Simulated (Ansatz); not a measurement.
# Cost of a DFT run on Si3N4

```yaml
crystal:
  lattice:
    - [-3.23735, 3.23735, 3.2697235]
    - [3.23735, -3.23735, 3.2697235]
    - [3.23735, 3.23735, -3.2697235]
  atoms:
    - { symbol: Si, position: [0.25, 0.125, 0.875] }
    - { symbol: Si, position: [0.875, 0.25, 0.125] }
    - { symbol: Si, position: [0.75, 0.375, 0.625] }
    - { symbol: Si, position: [0.625, 0.75, 0.375] }
    - { symbol: Si, position: [0.125, 0.875, 0.25] }
    - { symbol: Si, position: [0.375, 0.625, 0.75] }
    - { symbol: "N", position: [0.5628, 0.5628, 0.5628] }
    - { symbol: "N", position: [0.4372, 0.5, 0.0] }
    - { symbol: "N", position: [0.5, 0.0, 0.9372] }
    - { symbol: "N", position: [0.0, 0.4372, 0.5] }
    - { symbol: "N", position: [0.9372, 0.5, 0.0] }
    - { symbol: "N", position: [0.0628, 0.0628, 0.0628] }
    - { symbol: "N", position: [0.0, 0.9372, 0.5] }
    - { symbol: "N", position: [0.5, 0.0, 0.4372] }
kpoints:
  mp_grid: { grid: [6, 6, 6] }
scf:
  occupations: { method: fermi_dirac, width: 0.02 }
hamiltonian:
  xc: pbe
  pseudopotentials: { kind: paw }
output:
  forces: true
  stress: true
  populations: true
  efg:
    quadrupole_moments_barn: { "N": 0.02044 }
    contact_densities: true
relax:
  f_tol: 0.02
  max_steps: 60
```

```sh
ansatz run input.yaml --threads 4 --pin off --max-ram 8192MiB --backend cpu --events-out ev --progress --plain --runs-dir out
```

It runs on 4 threads of Arm Neoverse V1 (aarch64; 8 cores open to the job, memory cap 8.0 GiB, no GPU), a shared host with a load of 0.5 a core.

Problem. Estimate the wall time and the peak memory.

Solution. About 15 s of wall time (56 s of CPU time) and 0.58 GiB. The run holds 64 valence electrons in 46 bands, about 2683 plane waves a k-point and 30 irreducible k-points, and took 16 SCF iterations, over 4 ionic steps. Times on a shared host vary by tens of per cent.
